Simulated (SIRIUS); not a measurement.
## Ti in SIRIUS: convergence with gk cutoff

Ti:

```
Ti
1.0
     2.95000    0.00000    0.00000
    -1.47500    2.55477    0.00000
     0.00000    0.00000    4.68000
Ti
2
Direct
  0.66667 0.33333 0.75000
  0.33333 0.66667 0.25000
```

* Program: SIRIUS 7.12.0
* Task: convergence study
* Functional: PBEsol
* Potentials or basis: all-electron FP-LAPW
* Cutoff: 56 eV
* Basis: apw+lo standard
* k mesh: 10 × 10 × 6
* Occupations: fermi-dirac, width 0.05 eV
* Spin: no spin polarisation

These are the settings of the first run; the series varies gk cutoff, with any setting tied to it.

Hardware: 1 thread of Arm Neoverse V1, with other jobs on the host.

```csv
gk cutoff,"energy less the tightest run, at zero smearing (meV/atom)",SCF cycles,CPU time (s),peak memory (GiB)
2.02 1/bohr,1896.16,7,21,0.36
2.38 1/bohr,700.65,7,23,0.37
2.75 1/bohr,184.16,7,27,0.38
3.12 1/bohr,48.93,7,32,0.4
3.48 1/bohr,12.58,7,40,0.42
3.85 1/bohr,2.29,7,61,0.5
4.22 1/bohr,0.00,7,93,0.62
```

Not settled before the last step: the energy (to 1 meV/atom). The tightest run that finished is the yardstick and may itself not be fully converged.
